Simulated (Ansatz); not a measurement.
Wanted: the native input for an Ansatz 0.2.0 run.

| Item | Value |
| --- | --- |
| Task | relaxation of cell and atoms |
| Functional | RPBE |
| Dispersion | D4 |
| Potentials or basis | Ansatz PAW |
| Cutoff | 420 eV (not typed: the program's choice for these potentials) |
| k mesh | 8 × 8 × 5 |
| Occupations | fermi-dirac, width 0.05 eV |
| Spin | no spin polarisation |

The system is ZrSe2.

```xyz
3
Lattice="3.7980 0.0000 0.0000 -1.8990 3.2892 0.0000 0.0000 0.0000 6.1920" Properties=species:S:1:pos:R:3 pbc="T T T"
Zr    0.0000    0.0000    0.0000
Se    1.8990    1.0964    4.6440
Se    0.0000    2.1928    1.5480
```

These files were run (other wordings do the same):

input.yaml

```yaml
crystal:
  lattice:
    - [3.798, 0.0, 0.0]
    - [-1.899, 3.2891644836, 0.0]
    - [0.0, 0.0, 6.192]
  atoms:
    - { symbol: Zr, position: [0.0, 0.0, 0.0] }
    - { symbol: Se, position: [0.6666666667, 0.3333333333, 0.75] }
    - { symbol: Se, position: [0.3333333333, 0.6666666667, 0.25] }
hamiltonian:
  xc: rpbe
  pseudopotentials: { kind: paw }
  dispersion: d4
kpoints:
  mp_grid: { grid: [8, 8, 5] }
scf:
  occupations: { method: fermi_dirac, width: 0.05 }
output:
  forces: true
  stress: true
relax:
  f_tol: 0.01
  max_steps: 40
  cell: { stress_tol: 0.05 }
```

Potentials or basis: Ansatz PAW.

Command:

```sh
$ ansatz run input.yaml --threads 2 --pin off --max-ram 5632MiB --backend cpu --events-out ev --progress --plain --runs-dir out
```

Results of the run:

- Relaxed volume: 24.27 Å³/atom
- Relaxed cell: a = 3.736 Å, b = 3.736 Å, c = 6.025 Å, α = 90.00°, β = 90.00°, γ = 120.00°
- Space group after relaxing (to 0.05 Å): P-3m1 (No. 164)
- Energy gained by relaxing: 12.9 meV/atom
- Ionic steps: 5
- Pressure after relaxing: 0.0 GPa

Caveat: the plane-wave basis is chosen anew once the cell has moved, so the energies of steps on either side of that aren't comparable; the PAW data sets come from PBE, with cores solved anew for the run's functional, which leaves a small shift of forces and pressure.

Wall time 17 s on 2 threads of Arm Neoverse V1, with other jobs on the host, peak memory 0.41 GiB.
